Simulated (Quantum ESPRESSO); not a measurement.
# MnO2 (R-3m) in Quantum ESPRESSO: settings compared, part 2 of 2

Quantum ESPRESSO 7.5. Earlier steps stand in the parts before.

## Step 3: Band structure, r2SCAN, collinear spin, ferromagnetic start

pw.in

```
&CONTROL
  calculation = 'scf'
  prefix = 'pwscf'
  outdir = './tmp'
  pseudo_dir = './pseudo'
  tprnfor = .true.
  disk_io = 'low'
/
&SYSTEM
  ibrav = 0
  celldm(1) = 8
  nat = 3
  ntyp = 2
  ecutwfc = 88
  nbnd = 24
  input_dft = 'r2scan'
  occupations = 'smearing'
  smearing = 'fd'
  degauss = 0.00367493
  nspin = 2
  starting_magnetization(1) = 0.2667
  starting_magnetization(2) = 0
  nosym = .true.
/
&ELECTRONS
  conv_thr = 1d-08
  electron_maxstep = 120
  mixing_beta = 0.3
/
ATOMIC_SPECIES
Mn    54.9380 Mn_ONCV_PBE-1.2.upf
O     15.9990 O_ONCV_PBE-1.2.upf
CELL_PARAMETERS alat
  0.3374188291675   0.1948088518383   1.0827968949612
 -0.3374188291675   0.1948088518383   1.0827968949612
  0.0000000000000  -0.3896177037002   1.0827968949612
ATOMIC_POSITIONS crystal
Mn     0.0000000000    0.0000000000    0.0000000000
O      0.7356355100    0.7356355100    0.7356355100
O      0.2643644900    0.2643644900    0.2643644900
K_POINTS automatic
6 6 6 0 0 0
```

bands.in

```
&CONTROL
  calculation = 'bands'
  prefix = 'pwscf'
  outdir = './tmp'
  pseudo_dir = './pseudo'
  disk_io = 'low'
  verbosity = 'high'
/
&SYSTEM
  ibrav = 0
  celldm(1) = 8
  nat = 3
  ntyp = 2
  ecutwfc = 88
  nbnd = 24
  input_dft = 'r2scan'
  occupations = 'smearing'
  smearing = 'fd'
  degauss = 0.00367493
  nspin = 2
  starting_magnetization(1) = 0.2667
  starting_magnetization(2) = 0
  nosym = .true.
/
&ELECTRONS
  conv_thr = 1d-08
  electron_maxstep = 120
  mixing_beta = 0.3
  diago_full_acc = .true.
  startingwfc = 'random'
/
ATOMIC_SPECIES
Mn    54.9380 Mn_ONCV_PBE-1.2.upf
O     15.9990 O_ONCV_PBE-1.2.upf
CELL_PARAMETERS alat
  0.3374188291675   0.1948088518383   1.0827968949612
 -0.3374188291675   0.1948088518383   1.0827968949612
  0.0000000000000  -0.3896177037002   1.0827968949612
ATOMIC_POSITIONS crystal
Mn     0.0000000000    0.0000000000    0.0000000000
O      0.7356355100    0.7356355100    0.7356355100
O      0.2643644900    0.2643644900    0.2643644900
K_POINTS crystal
60
 0.0000000000  0.0000000000  0.0000000000 1
 0.0625000000  0.0000000000  0.0000000000 1
 0.1250000000  0.0000000000  0.0000000000 1
 0.1875000000  0.0000000000  0.0000000000 1
 0.2500000000  0.0000000000  0.0000000000 1
 0.3125000000  0.0000000000  0.0000000000 1
 0.3750000000  0.0000000000  0.0000000000 1
 0.4375000000  0.0000000000  0.0000000000 1
 0.5000000000  0.0000000000  0.0000000000 1
 0.5000000000  0.0376491412 -0.0376491412 1
 0.5000000000  0.0752982825 -0.0752982825 1
 0.5000000000  0.1129474237 -0.1129474237 1
 0.5000000000  0.1505965650 -0.1505965650 1
 0.5000000000  0.1882457062 -0.1882457062 1
 0.8117542938  0.5000000000  0.1882457062 1
 0.7771149278  0.5000000000  0.2228850722 1
 0.7424755618  0.5000000000  0.2575244382 1
 0.7078361959  0.5000000000  0.2921638041 1
 0.6731968299  0.5000000000  0.3268031701 1
 0.6385574639  0.5000000000  0.3614425361 1
 0.6039180979  0.5000000000  0.3960819021 1
 0.5692787320  0.5000000000  0.4307212680 1
 0.5346393660  0.5000000000  0.4653606340 1
 0.5000000000  0.5000000000  0.5000000000 1
 0.3750000000  0.3750000000  0.3750000000 1
 0.2500000000  0.2500000000  0.2500000000 1
 0.1250000000  0.1250000000  0.1250000000 1
 0.0000000000  0.0000000000  0.0000000000 1
 0.0312838957  0.0000000000 -0.0312838957 1
 0.0625677915  0.0000000000 -0.0625677915 1
 0.0938516872  0.0000000000 -0.0938516872 1
 0.1251355829  0.0000000000 -0.1251355829 1
 0.1564194787  0.0000000000 -0.1564194787 1
 0.1877033744  0.0000000000 -0.1877033744 1
 0.2189872702  0.0000000000 -0.2189872702 1
 0.2502711659  0.0000000000 -0.2502711659 1
 0.2815550616  0.0000000000 -0.2815550616 1
 0.3128389574  0.0000000000 -0.3128389574 1
 0.3441228531  0.0000000000 -0.3441228531 1
 0.6558771469  0.3441228531  0.0000000000 1
 0.6247017175  0.3752982825  0.0000000000 1
 0.5935262881  0.4064737119  0.0000000000 1
 0.5623508588  0.4376491412  0.0000000000 1
 0.5311754294  0.4688245706  0.0000000000 1
 0.5000000000  0.5000000000  0.0000000000 1
 0.6558771469  0.6558771469  0.1882457062 1
 0.6402894322  0.6402894322  0.2194211356 1
 0.6247017175  0.6247017175  0.2505965650 1
 0.6091140028  0.6091140028  0.2817719944 1
 0.5935262881  0.5935262881  0.3129474237 1
 0.5779385734  0.5779385734  0.3441228531 1
 0.5623508588  0.5623508588  0.3752982825 1
 0.5467631441  0.5467631441  0.4064737119 1
 0.5311754294  0.5311754294  0.4376491412 1
 0.5155877147  0.5155877147  0.4688245706 1
 0.5000000000  0.5000000000  0.5000000000 1
 0.5000000000  0.0000000000  0.0000000000 1
 0.6039180979  0.1147076177  0.1147076177 1
 0.7078361959  0.2294152354  0.2294152354 1
 0.8117542938  0.3441228531  0.3441228531 1
```

Potentials or basis: SG15 PBE 1.2.

Run with:

```
> OMP_NUM_THREADS=1 mpirun -n 2 pw.x -nk 2 -in pw.in > pw.out
> OMP_NUM_THREADS=1 mpirun -n 2 pw.x -nk 2 -in bands.in > bands.out
```

pw.out:

```text
This program is part of the open-source Quantum ESPRESSO suite
     for quantum simulation of materials; please cite
         "P. Giannozzi et al., J. Phys.:Condens. Matter 21 395502 (2009);
         "P. Giannozzi et al., J. Phys.:Condens. Matter 29 465901 (2017);
         "P. Giannozzi et al., J. Chem. Phys. 152 154105 (2020);
     in publications or presentations arising from this work. More details at

     IMPORTANT: XC functional enforced from input :
     Exchange-correlation= R2SCAN
                           (   0   0   0   0   0 497 498)
     Any further DFT definition will be discarded
     Please, verify this is what you really want

     K-points division:     npool     =       2
     Subspace diagonalization in iterative solution of the eigenvalue problem:
     a serial algorithm will be used

     G-vector sticks info
     --------------------
     sticks:   dense  smooth     PW     G-vecs:    dense   smooth      PW
     Sum        1341    1341    417                24381    24381    4247

     Using Slab Decomposition

     bravais-lattice index     =            0
     lattice parameter (alat)  =       8.0000  a.u.
     unit-cell volume          =     218.6484 (a.u.)^3
     number of atoms/cell      =            3
     number of atomic types    =            2
     number of electrons       =        27.00
     number of Kohn-Sham states=           24
     kinetic-energy cutoff     =      88.0000  Ry
     charge density cutoff     =     352.0000  Ry
     scf convergence threshold =      1.0E-08
     mixing beta               =       0.3000
     number of iterations used =            8  plain     mixing
     Exchange-correlation= R2SCAN
                           (   0   0   0   0   0 497 498)

[... 60 lines left out ...]
      on external parameters: check the user_guide of
      QE if you need to modify them or to check their
      default values.

     WARNING: libxc functional with ID  498 depends
      on external parameters: check the user_guide of
      QE if you need to modify them or to check their
      default values.
     Generating pointlists ...
     new r_m :   0.1854 (alat units)  1.4831 (a.u.) for type    1
     new r_m :   0.1854 (alat units)  1.4831 (a.u.) for type    2

     Initial potential from superposition of free atoms

     starting charge      26.9434, renormalised to      27.0000
     Starting wfcs are random

     Self-consistent Calculation

     iteration #  1     ecut=    88.00 Ry     beta= 0.30
     Davidson diagonalization with overlap
     ethr =  1.00E-02,  avg # of iterations =  9.5

     total energy              =    -262.77042307 Ry
     estimated scf accuracy    <      20.80704629 Ry
[... 124 lines left out ...]
     iteration # 14     ecut=    88.00 Ry     beta= 0.30
     Davidson diagonalization with overlap
     ethr =  1.62E-10,  avg # of iterations =  1.1

     Magnetic moment per site  (integrated on atomic sphere of radius R)
     atom   1 (R=0.185)  charge= 11.6701  magn=  2.7180
     atom   2 (R=0.185)  charge=  5.2906  magn= -0.0528
     atom   3 (R=0.185)  charge=  5.2905  magn= -0.0528

     End of self-consistent calculation

     Number of k-points >= 100: set verbosity='high' to print the bands.

     the Fermi energy is     8.5534 ev

!    total energy              =    -263.11796652 Ry
     estimated scf accuracy    <          8.3E-09 Ry
     smearing contrib. (-TS)   =      -0.00000000 Ry
     internal energy E=F+TS    =    -263.11796652 Ry

     The total energy is F=E-TS. E is the sum of the following terms:
     one-electron contribution =    -173.77799271 Ry
     hartree contribution      =      97.21109433 Ry
     xc contribution           =     -35.98924359 Ry
     ewald contribution        =    -150.56182455 Ry

     total magnetization       =     3.00 Bohr mag/cell
     absolute magnetization    =     3.32 Bohr mag/cell

     convergence has been achieved in  14 iterations

     Forces acting on atoms (cartesian axes, Ry/au):

     atom    1 type  1   force =     0.00000024   -0.00000037    0.00000173
     atom    2 type  2   force =    -0.00000024    0.00000007    0.00116163
     atom    3 type  2   force =     0.00000000    0.00000030   -0.00116336

     Total force =     0.001644     Total SCF correction =     0.000066

=------------------------------------------------------------------------------=
   JOB DONE.
=------------------------------------------------------------------------------=
```

Run time: 38 min. Hardware: 2 MPI ranks of Arm Neoverse V1, shared host; peak memory 0.66 GiB.

Results:

* Free energy: -3579.9023 eV
* Largest force: 0.030 eV/Å
* Band gap on the k mesh: 1.95 eV, indirect (least direct gap 2.47 eV)
* Band gap along the path: 2.00 eV, indirect (least direct gap 2.35 eV)
* Net moment: 3.00 μB per cell
* Absolute moment: 3.32 μB per cell
* Site moments: Mn +2.72; O -0.05 μB
* Valence electrons inside the program's atomic spheres: Mn 11.67; O 5.29

Forces in eV/Å, atoms in the order of the input:
```
Mn   0.000  0.000  0.000
O    0.000  0.000  0.030
O    0.000  0.000 -0.030
```

Levels at the corners of the path, in eV from the valence-band top:
Spin up:
```
point  band 13  band 14  band 15  band 16  band 17  band 18
    Γ    -0.95    -0.68    -0.49     3.33     3.33     8.07
    L    -2.14    -1.86    -1.12     2.35     3.13    13.16
   B1    -2.40    -1.07    -0.82     2.40     2.53    14.38
    B    -2.40    -1.07    -0.82     2.40     2.53    14.38
    Z    -1.01    -1.01    -0.14     3.35     3.35    10.33
    Γ    -0.95    -0.68    -0.49     3.33     3.33     8.07
    X    -2.45    -0.98    -0.91     2.41     2.51    14.49
    Q    -2.45    -0.98    -0.91     2.41     2.51    14.49
    F    -2.13    -1.54    -1.30     2.63     3.22    12.25
   P1    -2.08    -1.68    -1.16     2.50     3.20    12.61
    Z    -1.01    -1.01    -0.14     3.35     3.35    10.33
    L    -2.14    -1.86    -1.12     2.35     3.13    13.16
    P    -2.08    -1.68    -1.16     2.50     3.20    12.61
```
Spin down:
```tsv
point	band 8	band 9	band 10	band 11	band 12	band 13	band 14	band 15	band 16	band 17
Γ	-4.72	-4.72	-1.12	-1.12	-0.70	2.46	2.46	4.07	5.48	5.48
L	-4.21	-3.94	-2.99	-2.56	-1.84	2.74	3.30	3.53	4.92	5.40
B1	-5.03	-4.41	-2.92	-2.38	-2.05	2.85	3.54	3.61	4.81	4.95
B	-5.03	-4.41	-2.92	-2.38	-2.05	2.85	3.54	3.61	4.81	4.95
Z	-4.69	-4.24	-2.08	-1.17	-1.17	2.46	2.46	4.06	5.51	5.51
Γ	-4.72	-4.72	-1.12	-1.12	-0.70	2.46	2.46	4.07	5.48	5.48
X	-4.90	-4.50	-2.83	-2.40	-2.16	2.85	3.56	3.61	4.81	4.93
Q	-4.90	-4.50	-2.83	-2.40	-2.16	2.85	3.56	3.61	4.81	4.93
F	-4.49	-3.87	-2.67	-2.38	-1.56	2.53	3.31	3.55	5.02	5.46
P1	-4.48	-3.89	-2.64	-2.48	-1.59	2.59	3.31	3.54	4.94	5.44
Z	-4.69	-4.24	-2.08	-1.17	-1.17	2.46	2.46	4.06	5.51	5.51
L	-4.21	-3.94	-2.99	-2.56	-1.84	2.74	3.30	3.53	4.92	5.40
P	-4.48	-3.89	-2.64	-2.48	-1.59	2.59	3.31	3.54	4.94	5.44
```

Caveat: the k mesh is coarse (spacing up to 0.43 Å⁻¹), so the values aren't converged; the potentials were made for another functional, which shifts forces and pressure; a cell with one magnetic atom can't hold antiferromagnetic order, which such compounds often take. r2SCAN opens gaps a little over a GGA but as a rule still falls short of measured ones.
